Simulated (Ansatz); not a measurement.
A set of 12 reactions (hydrogen abstraction), with CCSD(T)/CBS values in kJ/mol:

```csv
reaction,ΔE
H–F + H• → F• + H₂,135.5
`CBCC` + `[OH]`• → `C[B]CC`• + H₂O,-70.5
`CBCC` + H• → `C[B]CC`• + H₂,-1.6
`OF` + F• → `[O]F`• + H–F,-148.7
`C[Si](Cl)(Cl)Cl` + Cl• → `[CH2][Si](Cl)(Cl)Cl`• + HCl,11.4
`[OH][SnH2][OH]` + Cl• → `[OH][SnH][OH]`• + HCl,-118.2
`CO[SiH](S)Cl` + Cl• → `CO[Si](S)Cl`• + HCl,-41.4
`[OH][SnH2][OH]` + `[OH]`• → `[OH][SnH][OH]`• + H₂O,-197.1
H–F + `[SiH3]`• → F• + SiH₄,189.2
`CO[SiH](S)Cl` + F• → `CO[Si](S)Cl`• + H–F,-186.8
H–F + Cl• → F• + HCl,144.4
`C[Te]C` + `F[C](F)F`• → `[CH2][Te]C`• + `FC(F)F`,-39.0
```

Computed with Ansatz on PBE0-D4/def2-TZVP structures; ΔE is electronic, products minus reactants. CCSD(T)/CBS adds triple-zeta CCSD(T) − MP2 to the extrapolated MP2 energy (def2 sets, frozen cores). Small cases extrapolate CCSD(T) itself. Functionals use def2-TZVPP. B3LYP here is the variant with VWN-RPA as its local correlation; programs differ in this. No spin–orbit coupling; open shells (•) take unrestricted orbitals. Spin–orbit coupling would lower the free atoms: a little for Cl, F. def2 core potentials past Kr. Bonds to Sn, Te are less sure, by a few kJ/mol each and by 10 to 20 or more in all where they break to atoms, as the def2 sets lack core-valence functions. Each species was taken in one conformer, which may not be the lowest.

**Question.** Give the mean, mean absolute and largest difference (level minus CCSD(T)/CBS, kJ/mol) for: PBE-D4, r2SCAN-D4, PBE0-D4, ωB97X-V, ωB97M-V, B2PLYP, PBE, r2SCAN, B3LYP, HF/def2-TZVPP, SCS-MP2/def2-TZVPP, CCSD/def2-TZVPP, CCSD(T)/def2-TZVPP, SCS-MP2/def2-QZVPP. (Estimate.)

**Answer.** The calculation gave: 
| level | mean | mean absolute | largest |
| --- | --- | --- | --- |
| PBE-D4 | -10.4 | 17.8 | -32.2 |
| r2SCAN-D4 | -9.2 | 10.5 | -22.6 |
| PBE0-D4 | -3.9 | 6.1 | -15.2 |
| ωB97X-V | 1.9 | 9.5 | -18.9 |
| ωB97M-V | -0.3 | 7.2 | -15.0 |
| B2PLYP | -1.4 | 4.5 | -10.3 |
| PBE | -10.7 | 18.2 | -32.8 |
| r2SCAN | -9.4 | 10.6 | -22.8 |
| B3LYP | -4.9 | 7.4 | -18.1 |
| HF/def2-TZVPP | 16.0 | 57.5 | 110.4 |
| SCS-MP2/def2-TZVPP | 5.9 | 7.1 | 16.2 |
| CCSD/def2-TZVPP | 4.4 | 11.9 | 21.4 |
| CCSD(T)/def2-TZVPP | 2.6 | 7.5 | 13.0 |
| SCS-MP2/def2-QZVPP | 4.4 | 5.2 | 13.1 |

The largest T1 diagnostic in the set is 0.028, for `[O]F`• (customary mark 0.045).

CCSD(T)/CBS is a level of theory with its own doubt, and the functionals carry their triple-zeta basis error, so these figures describe this set and don't rank the functionals.
